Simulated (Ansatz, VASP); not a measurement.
## Two plane-wave programs on CdS

The input INCAR:

```
SYSTEM = CdS
ALGO = Normal ; EDIFF = 1E-7
ENCUT = 520 ; GGA = PE
ISIF = 2 ; ISMEAR = 0
LASPH = .TRUE. ; LCHARG = .FALSE.
LREAL = .FALSE. ; LWAVE = .FALSE.
NBANDS = 26 ; NELM = 80
PREC = Accurate ; SIGMA = 0.01
```

Contents of KPOINTS:

```
k-points
0
G
  9 9 4
  0 0 0
```

File POSCAR:

```
CdS
1.0
    4.1963020496      0.0000000000      0.0000000000
   -2.0981510248      3.6341041769      0.0000000000
    0.0000000000      0.0000000000      6.8304216542
Cd S
2 2
Direct
    0.3333333333      0.6666666667     -0.0182850296
    0.6666666667      0.3333333333      0.4817149704
    0.3333333333      0.6666666667      0.3952850296
    0.6666666667      0.3333333333      0.8952850296
```

Input for Ansatz:

```yaml
crystal:
  lattice:
    - [4.1963020496, 0.0, 0.0]
    - [-2.0981510248, 3.6341041769, 0.0]
    - [0.0, 0.0, 6.8304216542]
  atoms:
    - { symbol: Cd, position: [0.3333333333, 0.6666666667, -0.0182850296] }
    - { symbol: Cd, position: [0.6666666667, 0.3333333333, 0.4817149704] }
    - { symbol: S, position: [0.3333333333, 0.6666666667, 0.3952850296] }
    - { symbol: S, position: [0.6666666667, 0.3333333333, 0.8952850296] }
basis:
  ecutwfc: 420
  xc_grid: 2
kpoints:
  mp_grid: { grid: [9, 9, 4] }
hamiltonian:
  xc: pbe
  pseudopotentials: { kind: paw, azcp: { folder: soft_1 } }
scf:
  occupations: { method: fixed }
output:
  forces: true
  stress: true
  eigenvalues: true
  polarization: {}
```

Change from the starting cell: polar distortion scaled by 0.70.

Alike in both runs: task single point; functional PBE; k mesh 9 × 9 × 4; no spin polarisation.

|  | VASP | Ansatz |
| --- | --- | --- |
| version | VASP 6.6.1 | Ansatz 0.2.0 |
| potentials or method | VASP PAW PBE potentials, release 64 (Cd, S) | scalar-relativistic, plane waves, PAW |
| plane-wave cutoff (eV) | 520 | 420 |
| occupations | gaussian, width 0.01 eV | fixed |
| valence electrons in the cell | 36 | 52 |

|  | VASP | Ansatz | Ansatz less VASP |
| --- | --- | --- | --- |
| gap on the k mesh at the Fermi level (eV) | 1.23 | 1.23 | -0.003 |
| least direct gap on the mesh (eV) | 1.23 | 1.23 | -0.003 |
| pressure (GPa) | 1.3 | 1.0 | -0.30 |
| largest component of the traceless stress (GPa) | 3.27 | 3.11 | -0.155 |
| rms of the force components (eV/Å) | 0.335 | 0.326 | -0.0097 |

Atom by atom the forces differ by 0.010 eV/Å (rms over components). The two sets of potentials don't hold the same shells in valence.
